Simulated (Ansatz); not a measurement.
# Ge: band gap under strain

Aim: follow the gap of Ge built on the diamond prototype through these states: -4.0 % biaxial strain in x and y, free along z; +1.0 % equal strain in all directions; +1.5 % shear in the xy plane. The table at the end shows which levels were run.

Program: Ansatz 0.2.0. PAW datasets, plane waves. (Simulation; spin polarisation is off.)

## Step 1: The cell

The unstrained cell was relaxed with r2SCAN; in each strained cell the atoms were relaxed again with r2SCAN. Names of k-points are those of the unstrained zone, where strain can split equivalent points. First state: -4.0 % biaxial strain in x and y, free along z.

Space group I4_1/amd (No. 141), tetragonal; a = 3.851 Å, c = 5.829 Å in the conventional setting, 21.62 Å³ an atom. Ge has 4 Ge at 2.42 Å.

Coordinates:

```cif
data_structure
_symmetry_space_group_name_H-M 'I4_1/amd:1'
_symmetry_Int_Tables_number 141
_cell_length_a 3.8515
_cell_length_b 3.8515
_cell_length_c 5.8294
_cell_angle_alpha 90.000
_cell_angle_beta 90.000
_cell_angle_gamma 90.000
_cell_volume 86.47
loop_
_atom_site_label
_atom_site_type_symbol
_atom_site_symmetry_multiplicity
_atom_site_Wyckoff_symbol
_atom_site_fract_x
_atom_site_fract_y
_atom_site_fract_z
_atom_site_occupancy
Ge1 Ge 4 a 0.00000 0.00000 0.00000 1
```

From earlier runs on the unstrained cell: PBE 0.00 eV, r2SCAN 0.36 eV, HSE06 0.78 eV; a = 5.674 Å.

## Step 2: -4.0 % biaxial strain in x and y, free along z: PBE

Input file input.yaml:

```yaml
crystal:
  lattice:
    - [0.0, 2.7233985712, 2.9146976301]
    - [2.7233985712, 0.0, 2.9146976301]
    - [2.7233985712, 2.7233985712, 0.0]
  atoms:
    - { symbol: Ge, position: [0.0, 0.0, 0.0] }
    - { symbol: Ge, position: [0.25, 0.25, 0.25] }
kpoints:
  mp_grid: { grid: [8, 8, 8] }
  band_path:
    path:
      - [0.0, 0.0, 0.0]
      - [0.5, 0.0, 0.5]
      - [0.625, 0.25, 0.625]
      - [0.375, 0.375, 0.75]
      - [0.5, 0.5, 0.5]
      - [0.5, 0.25, 0.75]
      - [0.0, 0.0, 0.5]
    npoints: 1
hamiltonian:
  xc: pbe
scf:
  occupations: { method: fermi_dirac, width: 0.02 }
  n_extra_bands: 4
output:
  forces: true
  stress: true
  eigenvalues: true
  write_density: true
  write_potential: true
  elf: true
  volumetric_format: npy
```

On the command line:

```console
> ansatz run input.yaml --threads 2 --pin off --max-ram 2211MiB --backend cpu --events-out ev --progress --plain --runs-dir out
```

After this run come: -4.0 % biaxial strain in x and y, free along z: r2SCAN; -4.0 % biaxial strain in x and y, free along z: HSE06; +1.0 % equal strain in all directions: PBE; +1.0 % equal strain in all directions: r2SCAN; +1.0 % equal strain in all directions: HSE06; +1.5 % shear in the xy plane: PBE; +1.5 % shear in the xy plane: r2SCAN; +1.5 % shear in the xy plane: HSE06.

**Question.** What will these runs give?

**Answer**, as computed:

Least gap in eV (negative: overlap), with the change from the unstrained cell in brackets:

```
                                         state  volume change (%)           PBE        r2SCAN         HSE06
-4.0 % biaxial strain in x and y, free along z               -5.3  0.03 (+0.03)  0.30 (-0.06)  0.66 (-0.12)
         +1.0 % equal strain in all directions               +3.0  0.00 (+0.00)  0.07 (-0.29)  0.47 (-0.31)
                  +1.5 % shear in the xy plane               -0.0  0.00 (-0.00)  0.29 (-0.07)  0.63 (-0.15)
```

**Reading.** The largest move of the HSE06 gap in the table is -0.305 eV, under +1.0 % equal strain in all directions. PBE and HSE06 differ by 0.78 eV on the unstrained gap, and by at most 0.31 eV on its change. Under +1.0 % equal strain in all directions and under +1.5 % shear in the xy plane PBE gives no gap, or under 0.02 eV, while HSE06 has one.
